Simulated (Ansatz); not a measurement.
# ¹⁷⁷Hf nuclear quadrupole resonance in HfO2

Cell: an entry of the Crystallography Open Database (COD) whose atoms were relaxed with PBE, the cell held.

```cif
data_HfO2
_symmetry_space_group_name_H-M 'P2_1/c'
_symmetry_Int_Tables_number 14
_cell_length_a 5.1180
_cell_length_b 5.1857
_cell_length_c 5.2841
_cell_angle_alpha 90.000
_cell_angle_beta 99.352
_cell_angle_gamma 90.000
loop_
_atom_site_label
_atom_site_type_symbol
_atom_site_symmetry_multiplicity
_atom_site_Wyckoff_symbol
_atom_site_fract_x
_atom_site_fract_y
_atom_site_fract_z
Hf Hf 4 e 0.2767 0.0419 0.2081
O5 O 4 e 0.4466 0.7584 0.4803
O9 O 4 e 0.0726 0.3392 0.3389
```

One atom of each set is listed.

All values are calculated (Ansatz; DFT, PBE, plane waves and PAW (field gradients read without the response of the frozen cores, which leaves them typically 4 to 6 % off), scalar-relativistic, 420 eV cutoff, Γ-centred 5×5×5 k-points, Fermi–Dirac smearing 0.02 eV), not measured.

¹⁷⁷Hf: I = 7/2, Q = 3365 mb (year-2017 value). Static lattice, zero field.

Task: Predict the zero-field ¹⁷⁷Hf lines of each site.

Result: For I = 7/2 and η = 0 the lines are |C_Q|/14 times 1, 2 and 3; η shifts the lowest up most.

```tsv
site	atoms	V_zz (10²¹ V/m²)	C_Q (MHz)	η	line frequencies (MHz)
Hf	4	12.04	980	0.16	76.0, 138.1, 209.4
```

Task: And for ¹⁷⁹Hf (I = 9/2, Q = 3793 mb) on Hf?

Result: C_Q scales with Q to 1104 MHz, with lines at 55.2, 89.5, 137.4, 183.7 MHz.

At this cell the principal stresses reach 5 GPa in size with PBE, which can matter for small gradients. Without spin–orbit coupling the gradients at and beside Hf can be off by some per cent, at some sites by more.

The relaxation (6 steps) took 87 s of wall time (87 s of CPU time) and 0.72 GiB at its peak, on 1 thread of Intel Xeon 6975P-C (Granite Rapids) (x86_64; 8 cores open to the job, memory cap 3.0 GiB, no GPU), a shared host with a load of 0.5 a core.
